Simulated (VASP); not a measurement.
**Results of a VASP single-point calculation on WSe₂ (2H (MoS2) bulk)**

POSCAR

```
W  Se
 1.0000000000000000
     3.2996674461717075   -0.0000000000000000   -0.0000000000000000
    -1.6498337230858537    2.8575958324252206    0.0000000000000000
    -0.0000000000000000    0.0000000000000000   13.1487009077345540
 W   Se
   2   4
Cartesian
 -0.0000000000000000  1.9050638882834803  3.2871752269336385
  1.6498337230858531  0.9525319441417401  9.8615256808009146
  1.6498337230858531  0.9525319441417401  4.9525931049160716
  1.6498337230858531  0.9525319441417401  1.6217573489512060
 -0.0000000000000000  1.9050638882834803 11.5269435587833478
 -0.0000000000000000  1.9050638882834803  8.1961078028184833
```

```json
{"gap between bands v and c": "1.02 eV", "least direct gap": "1.49 eV", "largest force": "0.32 eV/Å"}
```

Band v is the last that the valence electrons fill when counted band by band, and c is the next. Levels in eV from the top of v:

```json
{"point": "Γ", "v−1": "-1.03", "v": "0.00", "c": "2.64", "c+1": "2.64"}
{"point": "M", "v−1": "-1.26", "v": "-1.16", "c": "2.10", "c+1": "2.13"}
{"point": "K", "v−1": "-0.42", "v": "-0.21", "c": "1.28", "c+1": "1.28"}
{"point": "A", "v−1": "-0.22", "v": "-0.22", "c": "2.65", "c+1": "2.65"}
{"point": "L", "v−1": "-1.26", "v": "-1.26", "c": "2.11", "c+1": "2.11"}
{"point": "H", "v−1": "-0.32", "v": "-0.32", "c": "1.28", "c+1": "1.28"}
```

Question: Which of these levels of theory gave these results?
A. LDA
B. PBE0
C. HSE06
D. r²SCAN
E. PBE
F. PBE with spin–orbit coupling
G. PBEsol

Answer: E.

The INCAR was:

```
ISIF = 2
LWAVE = .FALSE.
LCHARG = .FALSE.
NBANDS = 35
GGA = PE
NSW = 0
ISMEAR = -1
ENCUT = 520
IBRION = -1
LREAL = .FALSE.
SIGMA = 0.02
EDIFF = 1E-7
LASPH = .TRUE.
PREC = Accurate
NELM = 120
```
